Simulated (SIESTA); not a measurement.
**BAs under changes of volume**

One of the cells (13.626 Å³/atom); the others are scaled copies at fixed shape and fractional positions:

```
CELL_PARAMETERS angstrom
0.00000 2.38850 2.38850
2.38850 0.00000 2.38850
2.38850 2.38850 0.00000
ATOMIC_POSITIONS crystal
As 0.75000 0.75000 0.75000
B 0.00000 0.00000 0.00000
```

* Program: SIESTA 5.4.2
* Functional: PBEsol
* Potentials or basis: PseudoDojo 0.4 standard (PBEsol files)
* Basis: DZP (energy shift 0.002 Ry)
* Grid cutoff: 500 Ry
* Energy shift: 0.002 Ry
* k mesh: 10 × 10 × 10
* Occupations: fermi-dirac, width 0.05 eV
* Spin: no spin polarisation

```tsv
volume (Å³/atom)	energy over the lowest point (meV/atom)	pressure (GPa)	gap on the mesh (eV)
12.809	?	?	?
13.081	26.04	9.9	1.35
13.354	12.10	6.6	1.36
13.626	3.55	3.5	1.37
13.899	0.00	0.8	1.39
14.171	0.65	-1.5	1.40
14.444	5.17	-3.8	1.41
```

Task: What does the run at 12.809 Å³/atom give?

Result: Energy over the lowest point 45.96 meV/atom; pressure 13.7 GPa; gap on the mesh 1.33 eV.

Worked out: A Birch-Murnaghan fit of order 3 (a polynomial in V^(-2/3)) to the other rows has its minimum at 13.99 Å³/atom with B0 = V·E''(V) = 125 GPa and B' = 5.1. It gives 46.14 meV/atom at 12.809 Å³/atom, against the run's 45.96, and -dE/dV = 13.8 GPa, against 13.7. A straight line through the other rows of the gap, of slope 0.634 eV per unit of ln V, extrapolates to 1.33 eV, against the run's 1.33.

Energies are extrapolated to zero smearing.

Caveats: semicore shells carry a single zeta, which can move pressures by several GPa and volumes by a few percent; the basis of atomic orbitals isn't converged, which shifts pressures, moduli and gaps.

A mesh can miss the band edges. Spin-orbit coupling on As is left out.
